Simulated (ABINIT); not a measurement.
# HfB2 (P6/mmm) in ABINIT: reference runs

Reference runs on HfB2: the cell as given and a disturbed copy.

Program: ABINIT 10.8.3 (patched build). These are calculated values, not measurements. Logs are shortened: lines on timing, memory, paths and dates and some standing lists are left out, and cuts for length are marked. The log counts tension as positive stress, the text compression.

## Step 1: The structure

Symmetry: P6/mmm, No. 191, hexagonal system. The conventional cell has a = 3.140 Å, b = 3.140 Å, c = 3.480 Å, α = 90.00°, β = 90.00°, γ = 120.00°. Around Hf (site symmetry 6/mmm) lie 12 B at 2.51 Å. B (site symmetry -6m2) has 3 B at 1.81 Å as nearest neighbours.

## Step 2: Single point, PBE

Contents of run.abi:

```
# Pseudopotentials
pp_dirpath "./"
pseudos "Hf.GGA_PBE-JTH.xml, B.GGA_PBE-JTH.xml"

# Structure
structure "poscar:POSCAR"
natom 3

# Plane-wave basis
ecut 19.0
pawecutdg 38.0

# k points
kptopt 1
ngkpt 10 10 8
nshiftk 1
shiftk 0.0 0.0 0.0

# Exchange and correlation
ixc 11

# Bands and occupations
nband 13
occopt 3
tsmear 0.05 eV

# SCF cycle
nstep 100
tolvrs 1.0e-9

# Output
iomode 3
prtwf 0
prtden 0
prteig 0
prtebands 0
enunit 1
```

Contents of POSCAR:

```
HfB2
1.0
    3.1400000000      0.0000000000      0.0000000000
   -1.5700000000      2.7193197679      0.0000000000
    0.0000000000      0.0000000000      3.4800000000
Hf B
1 2
Direct
    0.0000000000      0.0000000000      0.0000000000  Hf
    0.6666666667      0.3333333333      0.5000000000  B
    0.3333333333      0.6666666667      0.5000000000  B
```

Potentials or basis: JTH PAW PBE v2.0.

Launch:

```sh
$ abinit run.abi > log 2>&1
```

run.abo:

```text
.Version 10.8.3 of ABINIT
 Symmetries : space group P6/m m m (#191); Bravais hP (primitive hexag.)
================================================================================
 Values of the parameters that define the memory need of the present run
     intxc =       0    ionmov =       0      iscf =      17    lmnmax =      18
     lnmax =       6     mgfft =      27  mpssoang =       3    mqgrid =    3001
     natom =       3  nloc_mem =       2    nspden =       1   nspinor =       1
    nsppol =       1      nsym =      24    n1xccc =       1    ntypat =       2
    occopt =       3   xclevel =       2
       mpw =         803          nfft =       15552          nkpt =          70
 PAW method is used; the additional fine FFT grid is defined by:
   mgfftf=        40    nfftf =     51840
================================================================================
================================================================================

--------------------------------------------------------------------------------
------------- Echo of variables that govern the present computation ------------
--------------------------------------------------------------------------------
 -outvars: echo values of preprocessed input variables --------
            acell      1.0000000000E+00  1.0000000000E+00  1.0000000000E+00 Bohr
              amu      1.78490000E+02  1.08110000E+01
             ecut      1.90000000E+01 Hartree
           enunit           1
                       outvar_i_n : Printing only first  50 k-points.
              ixc          11
                       outvar_i_n : Printing only first  50 k-points.
         kptrlatt       10    0    0      0   10    0      0    0    8
          kptrlen      5.26099753E+01
            natom           3
            nband          13
            ngfft          24      24      27
          ngfftdg          36      36      40
             nkpt          70
            nstep         100
             nsym          24
           ntypat           2
                       prtocc : prtvol=0, do not print more k-points.
           occopt           3
        pawecutdg      3.80000000E+01 Hartree
         pawxcdev           0
           prtden           0
        prtebands           0
           prteig           0
            prtwf           0
            rprim      5.9337400354E+00  0.0000000000E+00  0.0000000000E+00
                      -2.9668700177E+00  5.1387696101E+00  0.0000000000E+00
                       0.0000000000E+00  0.0000000000E+00  6.5762469182E+00
          spgroup         191
           tolvrs      1.00000000E-09
           tsmear      1.83746611E-03 Hartree
            typat      1  2  2
           useylm           1
                       outvars : Printing only first  50 k-points.
           xangst      0.0000000000E+00  0.0000000000E+00  0.0000000000E+00
                       1.5700000000E+00  9.0643992263E-01  1.7400000000E+00
                       2.4125095698E-17  1.8128798453E+00  1.7400000000E+00
            xcart      0.0000000000E+00  0.0000000000E+00  0.0000000000E+00
                       2.9668700177E+00  1.7129232034E+00  3.2881234591E+00
                       4.5589823630E-17  3.4258464067E+00  3.2881234591E+00
             xred      0.0000000000E+00  0.0000000000E+00  0.0000000000E+00
                       6.6666666667E-01  3.3333333333E-01  5.0000000000E-01
                       3.3333333333E-01  6.6666666667E-01  5.0000000000E-01
            znucl       72.00000    5.00000

================================================================================

 chkinp: Checking input parameters for consistency.

================================================================================
== DATASET  1 ==================================================================

--- !DatasetInfo
iteration_state: {dtset: 1, }
dimensions: {natom: 3, nkpt: 70, mband: 13, nsppol: 1, nspinor: 1, nspden: 1, mpw: 803, }
cutoff_energies: {ecut:  19.0, pawecutdg:  38.0, }
electrons: {nelect:   1.80000000E+01, charge:   0.00000000E+00, occopt:   3.00000000E+00, tsmear:   1.83746611E-03, }
meta: {optdriver: 0, ionmov: 0, optcell: 0, iscf: 17, paral_kgb: 0, }
...

 Exchange-correlation functional for the present dataset will be:
  GGA: Perdew-Burke-Ernzerhof functional - ixc=11
  J.P.Perdew, K.Burke, M.Ernzerhof, PRL 77, 3865 (1996)

 Real(R)+Recip(G) space primitive vectors, cartesian coordinates (Bohr,Bohr^-1):
 R(1)=  5.9337400  0.0000000  0.0000000  G(1)=  0.1685278  0.0972996  0.0000000
 R(2)= -2.9668700  5.1387696  0.0000000  G(2)=  0.0000000  0.1945991  0.0000000
 R(3)=  0.0000000  0.0000000  6.5762469  G(3)=  0.0000000  0.0000000  0.1520624
 Unit cell volume ucvol=  2.0052373E+02 bohr^3
 Angles (23,13,12)=  9.00000000E+01  9.00000000E+01  1.20000000E+02 degrees

 Coarse grid specifications (used for wave-functions):

 getcut: wavevector=  0.0000  0.0000  0.0000  ngfft=  24  24  27
         ecut(hartree)=     19.000   => boxcut(ratio)=   2.01490

[... 58 lines left out ...]
lattice_lengths: [   5.93374,    5.93374,    6.57625, ]
lattice_angles: [ 90.000,  90.000, 120.000, ] # degrees, (23, 13, 12)
lattice_volume:   2.0052373E+02
convergence: {deltae: -2.990E-10, res2:  8.732E-10, residm:  1.140E-03, diffor: null, }
etotal    :  -5.58708092E+01
entropy   :   0.00000000E+00
fermie    :   1.12334102E-01
cartesian_stress_tensor: # hartree/bohr^3
- [ -3.19141309E-05,   0.00000000E+00,   0.00000000E+00, ]
- [  0.00000000E+00,  -3.19141314E-05,   0.00000000E+00, ]
- [  0.00000000E+00,   0.00000000E+00,  -6.02549475E-05, ]
pressure_GPa:   1.2169E+00
xred      :
- [  0.0000E+00,   0.0000E+00,   0.0000E+00, Hf]
- [  6.6667E-01,   3.3333E-01,   5.0000E-01,  B]
- [  3.3333E-01,   6.6667E-01,   5.0000E-01,  B]
cartesian_forces: # hartree/bohr
- [ -0.00000000E+00,  -0.00000000E+00,  -0.00000000E+00, ]
- [  5.67231882E-30,  -3.27491480E-30,  -0.00000000E+00, ]
- [ -5.67231882E-30,   3.27491480E-30,  -0.00000000E+00, ]
force_length_stats: {min:   0.00000000E+00, max:   6.54982960E-30, mean:   4.36655307E-30, }
...

 Integrated electronic density in atomic spheres:
 ------------------------------------------------
 Atom  Sphere_radius  Integrated_density
    1        2.41119          9.69657607
    2        1.70617          1.85722291
    3        1.70617          1.85722291

================================================================================

 ----iterations are completed or convergence reached----

 Mean square residual over all n,k,spin=   96.404E-07; max=  11.403E-04
 reduced coordinates (array xred) for    3 atoms
       0.000000000000      0.000000000000      0.000000000000
       0.666666666667      0.333333333333      0.500000000000
       0.333333333333      0.666666666667      0.500000000000
 rms dE/dt=  2.2439E-29; max dE/dt=  3.3658E-29; dE/dt below (all hartree)
    1       0.000000000000      0.000000000000      0.000000000000
    2      -0.000000000000      0.000000000000      0.000000000000
    3       0.000000000000     -0.000000000000      0.000000000000

 cartesian coordinates (angstrom) at end:
    1      0.00000000000000     0.00000000000000     0.00000000000000
    2      1.57000000000000     0.90643992263333     1.74000000000000
    3      0.00000000000000     1.81287984526667     1.74000000000000

 cartesian forces (hartree/bohr) at end:
    1     -0.00000000000000    -0.00000000000000    -0.00000000000000
    2      0.00000000000000    -0.00000000000000    -0.00000000000000
    3     -0.00000000000000     0.00000000000000    -0.00000000000000
 frms,max,avg= 3.0876193E-30 5.6723188E-30   0.000E+00  0.000E+00  0.000E+00 h/b

 cartesian forces (eV/Angstrom) at end:
    1     -0.00000000000000    -0.00000000000000    -0.00000000000000
    2      0.00000000000000    -0.00000000000000    -0.00000000000000
    3     -0.00000000000000     0.00000000000000    -0.00000000000000
 frms,max,avg= 1.5877177E-28 2.9168236E-28   0.000E+00  0.000E+00  0.000E+00 e/A
 length scales=  1.000000000000  1.000000000000  1.000000000000 bohr
              =  0.529177210544  0.529177210544  0.529177210544 angstroms
 Fermi (or HOMO) energy (eV) =   3.05677   Average Vxc (eV)= -12.66828
 Eigenvalues (   eV  ) for nkpt=  70  k points:
 kpt#   1, nband= 13, wtk=  0.00125, kpt=  0.0000  0.0000  0.0000 (reduced coord)
 -58.58818  -27.45240  -26.96441  -26.96441  -10.59557    0.15070    0.25615    0.25615
   0.36627    7.20016    7.20469    7.84475    7.88449
 prteigrs : prtvol=0 or 1, do not print more k-points.

--- !EnergyTerms
iteration_state     : {dtset: 1, }
comment             : Components of total free energy in Hartree
kinetic             :  8.98595846679481E+00
hartree             :  5.69710744978588E+00
xc                  : -1.14027078757581E+01
Ewald energy        : -4.88499196613021E+01
psp_core            :  9.08591733566840E+00
local_psp           :  2.22925128528361E-01
PAW spherical_terms : -1.96099831750605E+01
internal            : -5.58707023313432E+01
'-kT*entropy'       : -9.51310976220436E-05
total_energy        : -5.58707974624408E+01
total_energy_eV     : -1.52032184962145E+03
...

--- !EnergyTermsDC
iteration_state     : {dtset: 1, }
comment             : '"Double-counting" decomposition of free energy'
band_energy         : -1.12665876733156E+01
Ewald energy        : -4.88499196613021E+01
psp_core            :  9.08591733566840E+00
xc_dc               : -1.02000858425863E+01
PAW spherical_terms :  5.35996178687101E+00
internal            : -5.58707140546646E+01
'-kT*entropy'       : -9.51310976220436E-05
total_energy_dc     : -5.58708091857622E+01
total_energy_dc_eV  : -1.52032216862928E+03
...

--- !EnergyTermsWithPAWCore
iteration_state     : {dtset: 1, }
comment             : 'Components of total free energy, including PAW core contributions'
Total energy        : -1.51282969444488E+04
Total energy DC     : -1.51282969561721E+04
Total energy (eV)   : -4.11661931399289E+05
Total energy DC (eV): -4.11661931718297E+05
...

 Cartesian components of stress tensor (hartree/bohr^3)
  sigma(1 1)= -3.19141309E-05  sigma(3 2)=  0.00000000E+00
  sigma(2 2)= -3.19141314E-05  sigma(3 1)=  0.00000000E+00
  sigma(3 3)= -6.02549475E-05  sigma(2 1)=  0.00000000E+00

-Cartesian components of stress tensor (GPa)         [Pressure=  1.2169E+00 GPa]
- sigma(1 1)= -9.38946147E-01  sigma(3 2)=  0.00000000E+00
- sigma(2 2)= -9.38946163E-01  sigma(3 1)=  0.00000000E+00
- sigma(3 3)= -1.77276176E+00  sigma(2 1)=  0.00000000E+00

== END DATASET(S) ==============================================================
================================================================================

 -outvars: echo values of variables after computation  --------
            acell      1.0000000000E+00  1.0000000000E+00  1.0000000000E+00 Bohr
           etotal     -5.5870809186E+01
            fcart     -0.0000000000E+00 -0.0000000000E+00 -0.0000000000E+00
                       5.6723188223E-30 -3.2749147990E-30 -0.0000000000E+00
                      -5.6723188223E-30  3.2749147990E-30 -0.0000000000E+00
            rprim      5.9337400354E+00  0.0000000000E+00  0.0000000000E+00
                      -2.9668700177E+00  5.1387696101E+00  0.0000000000E+00
                       0.0000000000E+00  0.0000000000E+00  6.5762469182E+00
           strten     -3.1914130851E-05 -3.1914131412E-05 -6.0254947489E-05
                       0.0000000000E+00  0.0000000000E+00  0.0000000000E+00
           xangst      0.0000000000E+00  0.0000000000E+00  0.0000000000E+00
                       1.5700000000E+00  9.0643992263E-01  1.7400000000E+00
                       2.4125095698E-17  1.8128798453E+00  1.7400000000E+00
             xred      0.0000000000E+00  0.0000000000E+00  0.0000000000E+00
                       6.6666666667E-01  3.3333333333E-01  5.0000000000E-01
                       3.3333333333E-01  6.6666666667E-01  5.0000000000E-01
 Calculation completed.
```

Wall time 17 s (1 thread of Arm Neoverse V2, shared host); peak memory 0.13 GiB.

What came out:

| Item | Value |
| --- | --- |
| Free energy | -1520.3222 eV |
| Pressure | 1.2 GPa |
| Band gap on the k mesh | none (metal or under the smearing width) |
| Valence electrons inside the program's atomic spheres | Hf 9.70; B 1.86 |

Stress tensor (GPa, compression positive):
```
0.94 0.00 0.00
0.00 0.94 0.00
0.00 0.00 1.77
```

Levels at points of the mesh, in eV from the Fermi level:
```tsv
k point	band 7	band 8	band 9	band 10	band 11	band 12
(0.00, 0.00, 0.00)	-2.80	-2.80	-2.69	4.14	4.15	4.79
(0.50, 0.00, 0.00)	-4.03	-3.34	-2.77	2.21	2.84	5.69
(0.00, 0.00, 0.50)	-1.09	-1.09	0.42	0.42	1.10	1.10
(0.50, 0.00, 0.50)	-4.87	-4.62	-2.59	4.11	4.27	6.37
```

The run has no spin-orbit coupling, so splittings on Hf are missing.

## Step 3: Single point, PBE (atoms moved at random, drawn with an rms of 0.05 Å)

Edit run.abi of step 2 so:

```diff
@@ -5,4 +5,18 @@
 # Structure
-structure "poscar:POSCAR"
+acell 5.9337400313 5.9337400314 6.5762469137
+rprim
+     1.0000000000     0.0000000000     0.0000000000
+    -0.5000000000     0.8660254038     0.0000000000
+     0.0000000000     0.0000000000     1.0000000000
+ntypat 2
+znucl 72 5
 natom 3
+typat 1 2 2
+xred
+     0.0040700000    -0.0037840000    -0.0029730000
+     0.6735240000     0.3435500000     0.4913070000
+     0.3173900000     0.6751330000     0.4845490000
+chkprim 0
+chksymtnons 0
+tolsym 1.0e-6
 
@@ -24,3 +38,3 @@
 occopt 3
-tsmear 0.05 eV
+tsmear 0.00183747
 
@@ -33,3 +47,2 @@
 prtwf 0
-prtden 0
 prteig 0
@@ -37 +50,5 @@
 enunit 1
+prtden 1
+prtvha 1
+prtvclmb 1
+prtpot 1
```

Potentials or basis: JTH PAW PBE v2.0.

Launch:

```sh
$ abinit run.abi > log 2>&1
```

Run time: 91 s. Hardware: 1 thread of Arm Neoverse V2, shared host; peak memory 0.26 GiB.

The run converged. Its results:

- Free energy: -1520.2557 eV
- Pressure: 2.0 GPa
- Largest force: 1.333 eV/Å
- Band gap on the k mesh: none (metal or under the smearing width)

Forces in eV/Å, atoms in the order of the input:
```
Hf  -0.682  0.526 -0.497
B   -0.586 -0.400  0.108
B    1.269 -0.126  0.388
```

Stress tensor (GPa, compression positive):
```
 2.11 -0.43  0.49
-0.43  1.64 -0.33
 0.49 -0.33  2.38
```

Levels at points of the mesh, in eV from the Fermi level:
```tsv
k point	band 6	band 7	band 8	band 9	band 10	band 11	band 12	band 13
(0.00, 0.00, 0.00)	-3.15	-3.02	-2.62	-2.52	3.95	4.15	4.33	4.61
(0.50, 0.00, 0.00)	-8.89	-3.89	-3.38	-2.59	1.73	2.91	5.54	5.77
(0.00, 0.50, 0.00)	-9.01	-4.08	-3.47	-2.69	2.09	2.96	5.62	5.83
(0.50, 0.50, 0.00)	-9.07	-4.21	-3.51	-2.84	2.48	2.86	5.73	5.85
(0.00, 0.00, 0.50)	-8.30	-1.59	-0.76	0.17	0.72	1.07	1.10	2.31
(0.50, 0.00, 0.50)	-7.69	-4.82	-4.79	-2.46	4.03	4.22	6.33	7.23
(0.00, 0.50, 0.50)	-7.42	-4.87	-4.62	-2.63	3.92	4.26	6.34	7.18
(0.50, 0.50, 0.50)	-7.24	-4.97	-4.51	-2.74	3.95	4.32	6.34	7.20
```

Caveat: the atomic spheres overlap.

[end of part 1 of 2]
